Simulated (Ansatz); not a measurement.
How settings move the results for Tc

```xyz
2
Lattice="2.7400 0.0000 0.0000 -1.3700 2.3729 0.0000 0.0000 0.0000 4.3980" Properties=species:S:1:pos:R:3 pbc="T T T"
Tc    0.0000    1.5819    1.0995
Tc    1.3700    0.7910    3.2985
```

Atom numbers follow the list: Tc1, Tc2.

The cell is COD entry 1541062, as deposited and not checked against the literature; nothing was relaxed.

These are results of Ansatz 0.2.0, DFT, PBE, all-electron LAPW, scalar-relativistic, not measurements.

Settings: a Γ-centred 17×17×9 k mesh, Fermi–Dirac smearing of 0.08 eV, basis error target 1 meV/atom, no spin polarisation. One setting is then changed at a time.

```
        k mesh  free energy less the base's (meV/atom)  P (GPa)  cutoff chosen (eV)
17×17×9 (base)                                     0.0     3.11                 261
         5×5×3                                       ?     1.95                 261
         8×8×4                                    -6.1     2.38                 261
       13×13×7                                       ?     3.29                 261
      24×24×13                                    -0.1     3.08                 261
```

Give the missing entry: row "5×5×3", column "free energy less the base's (meV/atom)".

-60.5.

Give the missing entry: row "13×13×7", column "free energy less the base's (meV/atom)".

2.3.
